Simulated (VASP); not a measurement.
Runs of VASP 6.6.1 on Al2O3. It takes space group P-3m1 (No. 164, trigonal). Conventional cell: a = 3.017 Å, b = 3.017 Å, c = 7.575 Å, α = 90.00°, β = 90.00°, γ = 120.00°. Al (site symmetry 3m) has 4 O at 1.68 to 1.84 Å as nearest neighbours. O (site symmetry -3m) has 2 Al at 1.68 Å as nearest neighbours. O (site symmetry 3m) has 3 Al at 1.84 Å as nearest neighbours. Measurements of this composition are mostly on another form, of space group No. 167.

```tsv
level	potentials or basis	gap on the mesh (eV)	pressure (GPa)	largest force (eV/Å)
TPSS	VASP PAW PBE potentials, release 64 (Al, O)	2.44	-2.4	(b)
BLYP	VASP PAW PBE potentials, release 64 (Al, O)	(a)	-	-
RPBE	VASP PAW PBE potentials, release 64 (Al, O)	2.42	-	-
SCAN	VASP PAW PBE potentials, release 64 (Al, O)	2.89	-6.4	0.47
LDA	VASP PAW LDA potentials, release 64 (Al, O)	2.19	-	-
PBEsol	VASP PAW PBE potentials, release 64 (Al, O)	2.19	-	-
r2SCAN	VASP PAW PBE potentials, release 64 (Al, O)	2.95	-5.6	0.41
TB-mBJ	VASP PAW PBE potentials, release 64 (Al, O)	4.10	-	-
```

Alike in all rows: task band structure; no spin polarisation; cell as given; k mesh 7 × 7 × 3; cutoff (eV) 520; smearing fermi-dirac 0.05 eV.

Question: Fill in the values left out.

Answer: (a) 2.46; (b) 0.17.

Caveats: the PAW data sets were made with another functional, which shifts forces and pressure a little (some runs).

Runs at the PBE level aren't shown here.
